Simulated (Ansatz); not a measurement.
Crystal: ZrC.

```
Zr C
1.0
     3.39148    0.00000    0.00000
    -1.69574    2.93710    0.00000
     0.00000    0.00000    5.29005
Zr C
2 2
Direct
  0.66667 0.33333 0.75000
  0.33333 0.66667 0.25000
  0.00000 0.00000 0.50000
  0.00000 0.00000 0.00000
```

The cell comes from a database or a generator and needn't be the stable form of this composition.

Base run:

```yaml
Program: Ansatz 0.2.0
Functional: PBEsol
Potentials_or_basis: Ansatz PAW
Cutoff: "420 eV (not typed: the program's choice for these potentials)"
k_mesh: 9 × 9 × 5
Occupations: fermi-dirac, width 0.05 eV
Spin: no spin polarisation
Hubbard_terms: Zr d U = 1 eV
```

Its results: band gap on the k mesh none (metal or under the smearing width); pressure -6.7 GPa.

Task: The run is repeated on the same cell with these changes: hubbard terms from Zr d U = 1 eV to Zr d U = 2 eV. What comes out?

Result: Band gap on the k mesh none (metal or under the smearing width); pressure -5.5 GPa.

Caveats: U without spin polarisation on a metal has little footing; the PAW data sets come from PBE, with cores solved anew for the run's functional, which leaves a small shift of forces and pressure; the U is typed as a test and isn't derived for this compound.
